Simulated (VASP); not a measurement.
# Tm (Fm-3m) in VASP: a series of runs

One crystal, Tm, is run at these levels: PBEsol; tasks: single point.

Program: VASP 6.6.1. These are calculated values, not measurements. Logs are shortened: lines on timing, memory, paths and dates and some standing lists are left out, and cuts for length are marked.

### 1 The structure

The structure is cubic, space group Fm-3m (No. 225). The conventional cell has a = 4.936 Å, b = 4.936 Å, c = 4.936 Å, α = 90.00°, β = 90.00°, γ = 90.00°. Tm (site symmetry m-3m) is surrounded by 12 Tm at 3.49 Å.

This isn't the form of Tm at room conditions, which is hcp.

### 2 Single point, PBEsol, collinear spin, ferromagnetic start

INCAR

```
ADDGRID = False
ALGO = Normal
EDIFF = 1E-6
ENCUT = 450
GGA = PS
ISIF = 2
ISMEAR = 1
ISPIN = 2
LASPH = True
LCHARG = False
LMAXMIX = 6
LORBIT = 11
LREAL = False
LWAVE = False
MAGMOM = 2
NBANDS = 22
NELM = 100
PREC = Accurate
SIGMA = 0.05
```

KPOINTS

```
k-points
0
Gamma
  7 7 7
```

POSCAR

```
Tm
1.0
    0.0000000000      2.4680255249      2.4680255249
    2.4680255249      0.0000000000      2.4680255249
    2.4680255249      2.4680255249      0.0000000000
Tm
1
Direct
    0.0000000000      0.0000000000      0.0000000000
```

Potentials or basis: VASP PAW PBE potentials, release 64 (Tm).

Run with:

```sh
$ cat potpaw_PBE.64/Tm/POTCAR > POTCAR
$ mpirun -np 1 vasp_std > vasp.out
```

OUTCAR:

```text
EDIFF = 1E-6
   ENCUT = 450
   GGA = PS
   ISIF = 2
   ISMEAR = 1
   ISPIN = 2
   LASPH = True
   LORBIT = 11
   LREAL = False
   NELM = 100
   PREC = Accurate

 Found     20 irreducible k-points:

 Following reciprocal coordinates:
            Coordinates               Weight
  0.000000  0.000000  0.000000      1.000000
  0.142857  0.000000  0.000000      8.000000
  0.285714  0.000000  0.000000      8.000000
  0.428571  0.000000  0.000000      8.000000
  0.142857  0.142857  0.000000      6.000000
  0.285714  0.142857  0.000000     24.000000
   k-points           NKPTS =     20   k-points in BZ     NKDIM =     20   number of bands    NBANDS=     22
   number of dos      NEDOS =    301   number of ions     NIONS =      1
   total plane-waves  NPLWV =  13824
   dimension x,y,z NGX =    24 NGY =   24 NGZ =   24
   dimension x,y,z NGXF=    48 NGYF=   48 NGZF=   48
   ions per type =               1
   NGX,Y,Z   is equivalent  to a cutoff of  11.43, 11.43, 11.43 a.u.
   NGXF,Y,Z  is equivalent  to a cutoff of  22.86, 22.86, 22.86 a.u.
 SYSTEM =  unknown system
   PREC   = accura    normal or accurate (medium, high low for compatibility)
   ISTART =      0    job   : 0-new  1-cont  2-samecut
   ICHARG =      2    charge: 1-file 2-atom 10-const
   ISPIN  =      2    spin polarized calculation?
   LNONCOLLINEAR =      F non collinear calculations
   LSORBIT =      F    spin-orbit coupling
   LASPH  =      T    aspherical Exc in radial PAW
   ENCUT  =  450.0 eV  33.07 Ry    5.75 a.u.   6.04  6.04  6.04*2*pi/ulx,y,z
   NELM   =    100;   NELMIN=  2; NELMDL= -5     # of ELM steps
   EDIFF  = 0.1E-05   stopping-criterion for ELM
   LREAL  =      F    real-space projection
   EDIFFG = 0.1E-04   stopping-criterion for IOM
   NSW    =      0    number of steps for IOM
   IBRION =     -1    ionic relax: 0-MD 1-quasi-New 2-CG
   NFREE  =      0    steps in history (QN), initial steepest desc. (CG)
   ISIF   =      2    stress and relaxation
   ISYM   =      2    0-nonsym 1-usesym 2-fastsym
   POTIM  = 0.5000    time-step for ionic-motion
   TEBEG  =    0.0;   TEEND  =   0.0 temperature during run
   PSTRESS=    0.0 pullay stress
   NELECT =      23.0000    total number of electrons
   NUPDOWN=      -1.0000    fix difference up-down
   EMIN   =  10.00;   EMAX   =-10.00  energy-range for DOS
   EFERMI =   0.00;   METHOD = LEGACY
   ISMEAR =     1;   SIGMA  =   0.05  broadening in eV -4-tet -1-fermi 0-gaus
   EFERMI_NEDOS =   21; number of points for ismear=-14 and -15
   IALGO  =     38    algorithm
   IMIX   =      4    mixing-type and parameters
     AMIX     =   0.40;   BMIX     =  1.00
     AMIX_MAG =   1.60;   BMIX_MAG =  1.00
  volume/ion in A,a.u.               =      30.07       202.90
  Fermi-wavevector in a.u.,A,eV,Ry     =   1.497239  2.829371 30.500515  2.241725
  Thomas-Fermi vector in A             =   2.609152
   LORBIT       =     11    0 simple, 1 ext, 2 COOP (PROOUT), +10 PAW based schemes
   GGA     = PS    functional components
   LHFCALC =     F    Hartree Fock is set to
   AEXX    =    0.0000 exact exchange contribution
   IVDW    =     0    specifies the selected vdW correction
   LEPSILON=     F    determine dielectric tensor
   LRPA    =     F    only Hartree local field effects (RPA)
 spin polarized calculation
 Methfessel and Paxton  Order N= 1 SIGMA  =   0.05
  energy-cutoff  :      450.00
  volume of cell :       30.07
 maximum number of plane-waves:       663
   NGX = 13   NGY = 13   NGZ = 13

 number of electron      23.0000008 magnetization       1.0586056

 Free energy of the ion-electron system (eV)
  ---------------------------------------------------
  ext. energy  EPLUGINS =         0.00000000
  ---------------------------------------------------
  free energy    TOTEN  =        -4.31959655 eV

  energy without entropy =       -4.31568758  energy(sigma->0) =       -4.31829356

 E-fermi :   2.1012     XC(G=0): -10.4217

 val. band max:        2.0975528312   @ k =   0.4286   0.1429   0.0000
 cond. band min:       2.1056425400   @ k =  -0.4286   0.2857   0.0000
 fundamental gap:      0.0080897087
 Fermi energy:         2.1011642020

 spin component 1

 k-point     1 :       0.0000    0.0000    0.0000
  band No.  band energies     occupation
      1     -48.2205      1.00000
      2     -21.1284      1.00000
      3     -21.1284      1.00000
      4     -21.1284      1.00000
      5      -3.1285      1.00000
      6       0.5367      1.00000
[... 14 lines left out ...]
     21      15.9084      0.00000
     22      17.9905      0.00000

 k-point     2 :       0.1429    0.0000    0.0000
  band No.  band energies     occupation
      1     -48.2123      1.00000
      2     -21.2574      1.00000
      3     -21.1445      1.00000
      4     -21.1445      1.00000
      5      -2.5639      1.00000
      6       0.5485      1.00000
[... 14 lines left out ...]
     21      17.0686      0.00000
     22      20.2476      0.00000

 k-point     3 :       0.2857    0.0000    0.0000
  band No.  band energies     occupation
      1     -48.1938      1.00000
      2     -21.5346      1.00000
      3     -21.1806      1.00000
      4     -21.1806      1.00000
      5      -1.1661      1.00000
      6       0.5900      1.00000
[... 14 lines left out ...]
     21      19.2343      0.00000
     22      19.2343      0.00000

 k-point     4 :       0.4286    0.0000    0.0000
  band No.  band energies     occupation
      1     -48.1788      1.00000
      2     -21.7465      1.00000
      3     -21.2092      1.00000
      4     -21.2092      1.00000
      5       0.0733      1.00000
      6       0.6424      1.00000
[... 14 lines left out ...]
     21      16.6794      0.00000
     22      22.2904      0.00000

 k-point     5 :       0.1429    0.1429    0.0000
  band No.  band energies     occupation
      1     -48.2096      1.00000
      2     -21.2541      1.00000
      3     -21.1727      1.00000
      4     -21.1727      1.00000
      5      -2.3768      1.00000
      6       0.5521      1.00000
[... 14 lines left out ...]
     21      16.3623      0.00000
     22      21.7171      0.00000

 k-point     6 :       0.2857    0.1429    0.0000
  band No.  band energies     occupation
      1     -48.1945      1.00000
      2     -21.4583      1.00000
      3     -21.2161      1.00000
      4     -21.2095      1.00000
      5      -1.2385      1.00000
      6       0.5842      1.00000
[... 14 lines left out ...]
     21      17.3306      0.00000
     22      19.6370      0.00000

 [... further k-points ...]

 spin component 2

 k-point     1 :       0.0000    0.0000    0.0000
  band No.  band energies     occupation
      1     -47.7048      1.00000
      2     -20.7867      1.00000
      3     -20.7867      1.00000
      4     -20.7867      1.00000
      5      -3.3188      1.00000
      6       1.9067      1.00000
[... 14 lines left out ...]
     21      15.8242      0.00000
     22      17.7954      0.00000

 k-point     2 :       0.1429    0.0000    0.0000
  band No.  band energies     occupation
      1     -47.6961      1.00000
      2     -20.9239      1.00000
      3     -20.8037      1.00000
      4     -20.8037      1.00000
      5      -2.7479      1.00000
      6       1.8655      1.00000
[... 14 lines left out ...]
     21      16.9996      0.00000
     22      20.1037      0.00000

 k-point     3 :       0.2857    0.0000    0.0000
  band No.  band energies     occupation
      1     -47.6764      1.00000
      2     -21.2178      1.00000
      3     -20.8418      1.00000
      4     -20.8418      1.00000
      5      -1.3432      1.00000
      6       1.7956      1.00000
[... 14 lines left out ...]
     21      19.1844      0.00000
     22      19.1844      0.00000

 k-point     4 :       0.4286    0.0000    0.0000
  band No.  band energies     occupation
      1     -47.6605      1.00000
      2     -21.4416      1.00000
      3     -20.8719      1.00000
      4     -20.8719      1.00000
      5      -0.1179      1.00000
      6       1.7542      1.00000
[... 14 lines left out ...]
     21      16.5388      0.00000
     22      22.0350      0.00000

 k-point     5 :       0.1429    0.1429    0.0000
  band No.  band energies     occupation
      1     -47.6932      1.00000
      2     -20.9207      1.00000
      3     -20.8335      1.00000
      4     -20.8335      1.00000
      5      -2.5579      1.00000
      6       1.8675      1.00000
[... 14 lines left out ...]
     21      16.2999      0.00000
     22      21.5760      0.00000

 k-point     6 :       0.2857    0.1429    0.0000
  band No.  band energies     occupation
      1     -47.6772      1.00000
      2     -21.1372      1.00000
      3     -20.8793      1.00000
      4     -20.8725      1.00000
      5      -1.4088      1.00000
      6       1.8049      1.00000
[... 14 lines left out ...]
     21      17.1898      0.00000
     22      19.5774      0.00000

 [... further k-points ...]

------------------------ aborting loop because EDIFF is reached ----------------------------------------

  FORCE on cell =-STRESS in cart. coord.  units (eV):
  Direction    XX          YY          ZZ          XY          YZ          ZX
  --------------------------------------------------------------------------------------
  -------------------------------------------------------------------------------------
  Total       -0.0598186     -0.0598186     -0.0598186      0.0000000      0.0000000     -0.0000000
  in kB       -3.1876290     -3.1876290     -3.1876290      0.0000000      0.0000000     -0.0000000
  external PRESSURE =      -3.1876290 kB  Pullay stress =       0.0000000 kB

 VOLUME and BASIS-vectors are now :
 -----------------------------------------------------------------------------
  energy-cutoff  :      450.00
  volume of cell :       30.07
      direct lattice vectors                 reciprocal lattice vectors
     0.000000000  2.468025525  2.468025525    -0.202591098  0.202591098  0.202591098
     2.468025525  0.000000000  2.468025525     0.202591098 -0.202591098  0.202591098
     2.468025525  2.468025525  0.000000000     0.202591098  0.202591098 -0.202591098

 POSITION                                       TOTAL-FORCE (eV/Angst)
 -----------------------------------------------------------------------------------
      0.00000      0.00000      0.00000         0.000000     -0.000000      0.000000
 -----------------------------------------------------------------------------------
    total drift:                                0.000000      0.000000     -0.000000

  FREE ENERGIE OF THE ION-ELECTRON SYSTEM (eV)
  ---------------------------------------------------
  free  energy   TOTEN  =        -4.3195965496 eV

  energy  without entropy=       -4.3156875770  energy(sigma->0) =       -4.31829356

 total charge

# of ion       s       p       d       f       tot
--------------------------------------------------
    1        2.223   5.933   0.410  12.503  21.070

 magnetization (x)

# of ion       s       p       d       f       tot
--------------------------------------------------
    1        0.003  -0.035  -0.062   1.281   1.186
```

It took 63 s on 1 thread of Intel Xeon Platinum 8375C at 2.90GHz (Ice Lake), shared host; peak memory 0.16 GiB.

The run converged, but some of its settings lie outside the range that counts as converged, so its numbers aren't taken as properties of the crystal.

Results:

```yaml
Free_energy: -4.3196 eV
Pressure: -0.3 GPa
Band_gap_on_the_k_mesh: none (metal or under the smearing width)
Net_moment: 1.06 μB per cell
Site_moments: Tm +1.19 μB
Valence_electrons_inside_the_program's_atomic_spheres: Tm 21.07
```

Caveat: the magnetic or orbital state may not be the lowest; the PAW data sets were made with another functional, which shifts forces and pressure a little; spin-orbit coupling is left out, which moves the levels of the heavy elements.

### 3 Single point, PBEsol, collinear spin, ferromagnetic start

Edit INCAR of step 2 so:

```diff
@@ -18,2 +18,2 @@
 PREC = Accurate
-SIGMA = 0.05
+SIGMA = 0.02
```

KPOINTS is that of step 2.

POSCAR is that of step 2.

Potentials or basis: VASP PAW PBE potentials, release 64 (Tm).

Run with:

```sh
$ cat potpaw_PBE.64/Tm/POTCAR > POTCAR
$ mpirun -np 1 vasp_std > vasp.out
```

OUTCAR:

```text
EDIFF = 1E-6
   ENCUT = 450
   GGA = PS
   ISIF = 2
   ISMEAR = 1
   ISPIN = 2
   LASPH = True
   LORBIT = 11
   LREAL = False
   NELM = 100
   PREC = Accurate

 Found     20 irreducible k-points:

 Following reciprocal coordinates:
            Coordinates               Weight
  0.000000  0.000000  0.000000      1.000000
  0.142857  0.000000  0.000000      8.000000
  0.285714  0.000000  0.000000      8.000000
  0.428571  0.000000  0.000000      8.000000
  0.142857  0.142857  0.000000      6.000000
  0.285714  0.142857  0.000000     24.000000
   k-points           NKPTS =     20   k-points in BZ     NKDIM =     20   number of bands    NBANDS=     22
   number of dos      NEDOS =    301   number of ions     NIONS =      1
   total plane-waves  NPLWV =  13824
   dimension x,y,z NGX =    24 NGY =   24 NGZ =   24
   dimension x,y,z NGXF=    48 NGYF=   48 NGZF=   48
   ions per type =               1
   NGX,Y,Z   is equivalent  to a cutoff of  11.43, 11.43, 11.43 a.u.
   NGXF,Y,Z  is equivalent  to a cutoff of  22.86, 22.86, 22.86 a.u.
 SYSTEM =  unknown system
   PREC   = accura    normal or accurate (medium, high low for compatibility)
   ISTART =      0    job   : 0-new  1-cont  2-samecut
   ICHARG =      2    charge: 1-file 2-atom 10-const
   ISPIN  =      2    spin polarized calculation?
   LNONCOLLINEAR =      F non collinear calculations
   LSORBIT =      F    spin-orbit coupling
   LASPH  =      T    aspherical Exc in radial PAW
   ENCUT  =  450.0 eV  33.07 Ry    5.75 a.u.   6.04  6.04  6.04*2*pi/ulx,y,z
   NELM   =    100;   NELMIN=  2; NELMDL= -5     # of ELM steps
   EDIFF  = 0.1E-05   stopping-criterion for ELM
   LREAL  =      F    real-space projection
   EDIFFG = 0.1E-04   stopping-criterion for IOM
   NSW    =      0    number of steps for IOM
   IBRION =     -1    ionic relax: 0-MD 1-quasi-New 2-CG
   NFREE  =      0    steps in history (QN), initial steepest desc. (CG)
   ISIF   =      2    stress and relaxation
   ISYM   =      2    0-nonsym 1-usesym 2-fastsym
   POTIM  = 0.5000    time-step for ionic-motion
   TEBEG  =    0.0;   TEEND  =   0.0 temperature during run
   PSTRESS=    0.0 pullay stress
   NELECT =      23.0000    total number of electrons
   NUPDOWN=      -1.0000    fix difference up-down
   EMIN   =  10.00;   EMAX   =-10.00  energy-range for DOS
   EFERMI =   0.00;   METHOD = LEGACY
   ISMEAR =     1;   SIGMA  =   0.02  broadening in eV -4-tet -1-fermi 0-gaus
   EFERMI_NEDOS =   21; number of points for ismear=-14 and -15
   IALGO  =     38    algorithm
[... 24 lines left out ...]
  ext. energy  EPLUGINS =         0.00000000
  ---------------------------------------------------
  free energy    TOTEN  =        -4.31811001 eV

  energy without entropy =       -4.31801188  energy(sigma->0) =       -4.31807730

 E-fermi :   2.0965     XC(G=0): -10.4212

 val. band max:        2.0956956297   @ k =   0.4286   0.1429   0.0000
 cond. band min:       2.1039242832   @ k =  -0.4286   0.2857   0.0000
 fundamental gap:      0.0082286535
 Fermi energy:         2.0965117312

 spin component 1

 k-point     1 :       0.0000    0.0000    0.0000
  band No.  band energies     occupation
      1     -48.2191      1.00000
      2     -21.1263      1.00000
      3     -21.1263      1.00000
      4     -21.1263      1.00000
      5      -3.1164      1.00000
      6       0.5597      1.00000
[... 139 lines left out ...]
     21      17.3431      0.00000
     22      19.6445      0.00000

 [... further k-points ...]

 spin component 2

 k-point     1 :       0.0000    0.0000    0.0000
  band No.  band energies     occupation
      1     -47.7073      1.00000
      2     -20.7905      1.00000
      3     -20.7905      1.00000
      4     -20.7905      1.00000
      5      -3.3294      1.00000
      6       1.9094      1.00000
[... 139 lines left out ...]
     21      17.1792      0.00000
     22      19.5705      0.00000

 [... further k-points ...]

------------------------ aborting loop because EDIFF is reached ----------------------------------------

  FORCE on cell =-STRESS in cart. coord.  units (eV):
  Direction    XX          YY          ZZ          XY          YZ          ZX
  --------------------------------------------------------------------------------------
  -------------------------------------------------------------------------------------
  Total       -0.0871099     -0.0871099     -0.0871099      0.0000000      0.0000000     -0.0000000
  in kB       -4.6419372     -4.6419372     -4.6419372      0.0000000      0.0000000     -0.0000000
  external PRESSURE =      -4.6419372 kB  Pullay stress =       0.0000000 kB

 VOLUME and BASIS-vectors are now :
 -----------------------------------------------------------------------------
  energy-cutoff  :      450.00
  volume of cell :       30.07
      direct lattice vectors                 reciprocal lattice vectors
     0.000000000  2.468025525  2.468025525    -0.202591098  0.202591098  0.202591098
     2.468025525  0.000000000  2.468025525     0.202591098 -0.202591098  0.202591098
     2.468025525  2.468025525  0.000000000     0.202591098  0.202591098 -0.202591098

 POSITION                                       TOTAL-FORCE (eV/Angst)
 -----------------------------------------------------------------------------------
      0.00000      0.00000      0.00000        -0.000000     -0.000000      0.000000
 -----------------------------------------------------------------------------------
    total drift:                               -0.000000      0.000000     -0.000000

  FREE ENERGIE OF THE ION-ELECTRON SYSTEM (eV)
  ---------------------------------------------------
  free  energy   TOTEN  =        -4.3181100082 eV

  energy  without entropy=       -4.3180118848  energy(sigma->0) =       -4.31807730

 total charge

# of ion       s       p       d       f       tot
--------------------------------------------------
    1        2.223   5.934   0.408  12.504  21.070

 magnetization (x)

# of ion       s       p       d       f       tot
--------------------------------------------------
    1        0.003  -0.037  -0.071   1.281   1.176
```

It took 97 s on 1 thread of Intel Xeon Platinum 8375C at 2.90GHz (Ice Lake), shared host; peak memory 0.16 GiB.

These settings aren't checked as converged: the numbers below hold their error.

What came out:

| Item | Value |
| --- | --- |
| Free energy | -4.3181 eV |
| Pressure | -0.5 GPa |
| Band gap on the k mesh | none (metal or under the smearing width) |
| Net moment | 1.04 μB per cell |
| Site moments | Tm +1.18 μB |
| Valence electrons inside the program's atomic spheres | Tm 21.07 |

Caveat: the magnetic or orbital state may not be the lowest; the PAW data sets were made with another functional, which shifts forces and pressure a little; spin-orbit coupling is left out, which moves the levels of the heavy elements.

### 4 The reference run

An earlier run on the cell as given: functional PBE; potentials or basis VASP PAW PBE potentials, release 64 (Tm); cutoff 520 eV; k mesh 9 × 9 × 9; occupations fermi-dirac, width 0.05 eV; collinear spin, ferromagnetic start; starting moments [2.0] μB.

- Pressure: 3.5 GPa
- Band gap on the k mesh: none (metal or under the smearing width)
- Net moment: 0.96 μB per cell
- Site moments: Tm +1.14 μB
- Valence electrons inside the program's atomic spheres: Tm 21.08
